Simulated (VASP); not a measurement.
Set up this calculation in VASP 6.6.1, as the native input.

* Task: single point
* Functional: PBE
* Potentials or basis: VASP PAW PBE potentials, release 64 (O, H, C)
* Cutoff: 520 eV
* k mesh: 1 × 1 × 1
* Occupations: fermi-dirac, width 0.05 eV
* Spin: no spin polarisation
* Dipole correction: no
* Further INCAR settings: LREAL = Auto; ALGO = Normal; EDIFF = 1e-06; NBANDS = 61

The structure of H18CO10 lies in POSCAR:

```
H18CO10
1.0
    6.7165700000      0.0000000000      0.0000000000
    0.0000000000      6.7165700000      0.0000000000
    0.0000000000      0.0000000000      6.7165700000
O H C
10 18 1
Direct
    0.8134360246      0.7319509809      0.2557406533
    0.0815148208      0.4615004385      0.6347734037
    0.8098329951      0.1170686824      0.0293453355
    0.0643036550      0.8327762534      0.8744493097
    0.6668880098      0.5019824107      0.8872236871
    0.0791624296      0.2098243598      0.2989025649
    0.5970904792      0.3794942955      0.4425324235
    0.2836715764      0.4451825858     -0.0266058420
    0.4306960249      0.8661414978      0.2428620561
    0.3704867216      0.7248789189      0.5369705073
    0.8016740688      0.6935236289      0.1092075271
    0.8162350724      0.5998597498      0.3187490043
    0.1844989332      0.5424494943      0.5852391920
    0.0542389940      0.3620300243      0.5362707453
    0.9018740220      0.0667453775     -0.0690531030
    0.7624427349      0.2499490067     -0.0091117937
    0.1807767953      0.8421113753      0.7967608467
   -0.0111515253      0.7163477787      0.8334313496
    0.5310299751      0.4783096134      0.9451103763
    0.6794092818      0.4678429615      0.7489239299
    0.1864195564      0.2426089507      0.1986132803
   -0.0192360089      0.1694019418      0.1954271302
    0.4751532404      0.4634061731      0.4254105890
    0.5853583004      0.2797707759      0.3357368419
    0.2480283835      0.5849116439      0.0037816921
    0.2079930679      0.4154799250     -0.1505083696
    0.5604795305      0.8179621444      0.2816020677
    0.1788710607      0.9221075638      0.4049239418
    0.3186745616      0.8406076316      0.4002340480
```

The cell was built by a generator and needn't be a form met in nature.

These files were run (other wordings do the same):

INCAR

```
PREC = Accurate
ENCUT = 520
EDIFF = 1E-6
ISMEAR = -1
SIGMA = 0.05
LREAL = Auto
LASPH = True
NELM = 60
ALGO = Normal
ISIF = 2
LWAVE = False
LCHARG = False
GGA = PE
NBANDS = 61
```

KPOINTS

```
regular mesh
0
Gamma
  1 1 1
```

Potentials or basis: VASP PAW PBE potentials, release 64 (O, H, C).

Launch:

```sh
$ cat potpaw_PBE.64/O/POTCAR potpaw_PBE.64/H/POTCAR potpaw_PBE.64/C/POTCAR > POTCAR
$ mpirun -np 1 vasp_gam > vasp.out
```

It gave:

```json
{
  "Pressure": "1.4 GPa",
  "Largest force": "2.506 eV/Å",
  "Band gap on the k mesh": "4.53 eV, direct"
}
```

Caveat: the standard files for N, O and F lose accuracy on very short bonds.

It took 60 s on 1 thread of AMD EPYC 7R43 64-Core Processor (Zen 3) (shared host), peak memory 0.28 GiB.
